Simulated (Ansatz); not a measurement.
SnS2, one structure, two calculations

Cell: a COD entry, ions relaxed with PBE at fixed cell.

```yaml
crystal:
  lattice:
    - [3.60500, 0.00000, 0.00000]
    - [-1.80250, 3.12202, 0.00000]
    - [0.00000, 0.00000, 5.46000]
  atoms:
    - { symbol: Sn, position: [0.00000, 0.00000, 0.00000] }
    - { symbol: S, position: [0.66667, 0.33333, 0.72870] }
    - { symbol: S, position: [0.33333, 0.66667, 0.27130] }
```

Atom numbers follow the list; atoms alike are taken as one site, whose name carries the number of the first.

First run. All values are calculated (Ansatz; DFT, PBE, plane waves and PAW, scalar-relativistic, 420 eV cutoff, Γ-centred 14×14×8 k-points, Fermi–Dirac smearing 0.02 eV), not measured.

| site | atom | V_zz (10²¹ V/m²) | η |
| --- | --- | --- | --- |
| Sn | 1 | 0.77 | 0.00 |
| S | 2 | -3.40 | 0.00 |

Second run. The same atoms and settings, except that spin–orbit coupling is included (fully relativistic PAW files).

**Question.** Given the first result, estimate the second.

**Answer.** 

```json
{"site": "Sn", "atom": "1", "V_zz": "0.78", "η": "0.00", "change of V_zz": "+0.01"}
{"site": "S", "atom": "2", "V_zz": "-3.41", "η": "0.00", "change of V_zz": "-0.01"}
```

No V_zz moves by more than 0.01.

At this cell the PBE pressure is 7 GPa, so with PBE the cell would grow if it were relaxed.
